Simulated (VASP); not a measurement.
A run of VASP 6.6.1 is set up as follows.

File POSCAR:

```
HfO2
1.0
    4.8135329900      0.0000000000      0.0000000000
    0.0000000000      4.8135329900      0.0000000000
    0.0000000000      0.0000000000      3.2054154100
Hf O
2 4
Direct
    0.5000000000      0.5000000000      0.5000000000
    0.0000000000      0.0000000000      0.0000000000
    0.8050448800      0.1949551200      0.5000000000
    0.6949551200      0.6949551200      0.0000000000
    0.3050448800      0.3050448800      0.0000000000
    0.1949551200      0.8050448800      0.5000000000
```

INCAR.step1

```
SYSTEM = HfO2
ALGO = Normal
EDIFF = 1E-6
ENCUT = 400
GGA = PE
ISIF = 2
ISMEAR = -1
LASPH = .TRUE.
LCHARG = .TRUE.
LMAXMIX = 4
LREAL = .FALSE.
LWAVE = .FALSE.
NELM = 100
PREC = Accurate
SIGMA = 0.05
```

File KPOINTS.step1:

```
k-points
0
G
  6 6 8
  0 0 0
```

INCAR.step2

```
SYSTEM = HfO2
ALGO = Normal
EDIFF = 1E-6
ENCUT = 400
GGA = PE
ICHARG = 11
ISIF = 2
ISMEAR = 0
LASPH = .TRUE.
LCHARG = .FALSE.
LMAXMIX = 4
LREAL = .FALSE.
LWAVE = .FALSE.
NELM = 100
PREC = Accurate
SIGMA = 0.05
```

Contents of KPOINTS.step2:

```
path GXMGZRAZ,XR,MA
15
line-mode
reciprocal
 0.0000000000  0.0000000000  0.0000000000  G
 0.0000000000  0.5000000000  0.0000000000  X

 0.0000000000  0.5000000000  0.0000000000  X
 0.5000000000  0.5000000000  0.0000000000  M

 0.5000000000  0.5000000000  0.0000000000  M
 0.0000000000  0.0000000000  0.0000000000  G

 0.0000000000  0.0000000000  0.0000000000  G
 0.0000000000  0.0000000000  0.5000000000  Z

 0.0000000000  0.0000000000  0.5000000000  Z
 0.0000000000  0.5000000000  0.5000000000  R

 0.0000000000  0.5000000000  0.5000000000  R
 0.5000000000  0.5000000000  0.5000000000  A

 0.5000000000  0.5000000000  0.5000000000  A
 0.0000000000  0.0000000000  0.5000000000  Z

 0.0000000000  0.5000000000  0.0000000000  X
 0.0000000000  0.5000000000  0.5000000000  R

 0.5000000000  0.5000000000  0.0000000000  M
 0.5000000000  0.5000000000  0.5000000000  A
```

Potentials or basis: VASP PAW PBE potentials, release 64 (Hf_pv, O_s).

Launch:

```sh
$ cat potpaw_PBE.64/Hf_pv/POTCAR potpaw_PBE.64/O_s/POTCAR > POTCAR
$ cp INCAR.step1 INCAR
$ cp KPOINTS.step1 KPOINTS
$ mpirun -np 1 vasp_std > vasp.out
$ cp INCAR.step2 INCAR
$ cp KPOINTS.step2 KPOINTS
$ mpirun -np 1 vasp_std > vasp.out
```

Task: What does it give for the band gap along the path?

Result: 3.98 eV, direct.

Task: Estimate the band gap on the k mesh.

Result: 3.98 eV, direct.

Levels at the corners of the path, in eV from the valence-band top:
| point | band 18 | band 19 | band 20 | band 21 | band 22 | band 23 | band 24 | band 25 | band 26 |
| --- | --- | --- | --- | --- | --- | --- | --- | --- | --- |
| Γ | -1.64 | -0.76 | -0.50 | -0.50 | 0.00 | 3.98 | 4.15 | 5.25 | 5.61 |
| X | -2.79 | -1.47 | -1.47 | -0.67 | -0.67 | 4.65 | 4.65 | 6.24 | 6.26 |
| X | -2.79 | -1.47 | -1.47 | -0.67 | -0.67 | 4.65 | 4.65 | 6.24 | 6.27 |
| M | -1.78 | -1.15 | -1.15 | -0.84 | -0.84 | 4.22 | 4.22 | 5.67 | 5.67 |
| M | -1.78 | -1.15 | -1.15 | -0.84 | -0.84 | 4.22 | 4.22 | 5.67 | 5.67 |
| Γ | -1.64 | -0.76 | -0.50 | -0.50 | 0.00 | 3.98 | 4.15 | 5.25 | 5.61 |
| Γ | -1.64 | -0.76 | -0.50 | -0.50 | 0.00 | 3.98 | 4.15 | 5.25 | 5.61 |
| Z | -2.12 | -2.07 | -2.07 | -0.97 | -0.97 | 5.63 | 5.63 | 6.11 | 6.11 |
| Z | -2.12 | -2.07 | -2.07 | -0.97 | -0.97 | 5.63 | 5.63 | 6.11 | 6.12 |
| R | -1.80 | -1.77 | -1.77 | -0.94 | -0.94 | 4.20 | 4.20 | 6.35 | 6.36 |
| R | -1.80 | -1.77 | -1.77 | -0.94 | -0.94 | 4.20 | 4.20 | 6.35 | 6.36 |
| A | -2.04 | -1.10 | -1.10 | -0.52 | -0.52 | 5.15 | 5.15 | 5.88 | 5.89 |
| A | -2.04 | -1.10 | -1.10 | -0.52 | -0.52 | 5.15 | 5.15 | 5.88 | 5.89 |
| Z | -2.12 | -2.07 | -2.07 | -0.97 | -0.97 | 5.63 | 5.63 | 6.11 | 6.12 |
| X | -2.79 | -1.47 | -1.47 | -0.67 | -0.67 | 4.65 | 4.65 | 6.24 | 6.32 |
| R | -1.80 | -1.77 | -1.77 | -0.94 | -0.94 | 4.20 | 4.20 | 6.35 | 6.35 |
| M | -1.78 | -1.15 | -1.15 | -0.84 | -0.84 | 4.22 | 4.22 | 5.67 | 5.67 |
| A | -2.04 | -1.10 | -1.10 | -0.52 | -0.52 | 5.15 | 5.15 | 5.88 | 5.89 |

Caveat: the log is that of the step along the path at fixed density, whose energy, stress, charges and moments have no meaning; spin-orbit coupling is left out, which moves the levels of the heavy elements. As with any semilocal functional, this PBE gap is likely too small.
